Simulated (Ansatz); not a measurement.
Free-standing sheet of SnS2, cell area 11.631 Å²:

```
CELL_PARAMETERS angstrom
3.66478 0.00000 0.00000
-1.83239 3.17380 0.00000
0.00000 0.00000 31.91229
ATOMIC_POSITIONS crystal
S 0.33333 0.66667 0.45349
Sn 0.00000 0.00000 0.50000
S 0.66667 0.33333 0.54651
```

All numbers below come from DFT PBE+D3(BJ), scalar-relativistic, plane waves, PAW in Ansatz 0.2.0. Settings: cutoff 420 eV, Γ-centred mesh 9×9×1 on the computed 3-atom cell, Gaussian smearing of 0.02 eV; no spin polarisation. No periodic images along c.

In an external field along +c, atoms held, its energy changes by -6.149 meV a cell at +0.2 V/Å and by -6.149 meV at −0.2 V/Å.

Q: What dipole and polarisability along c does the sheet have?

A: ΔE = −pF − αF²/2. The odd part gives p = −[ΔE(+F) − ΔE(−F)]/(2F) = 0.0000 e·Å a cell (none within the accuracy). The even part gives α = −[ΔE(+F) + ΔE(−F)]/F² = 0.3075 e·Å²/V.

Q: What thickness does that polarisability stand for?

A: α/(ε0·A) = 0.3075 × 180.95/11.631 = 4.78 Å. For a slab of thickness t and dielectric constant ε this equals t(1 − 1/ε), so it is the thickness over which the sheet would screen the field wholly.

Q: Predict the energy change at +0.35 V/Å.

A: −p·0.35 − α·0.35²/2 = -18.83 meV; the calculation gives -18.84 meV, so the response is still linear.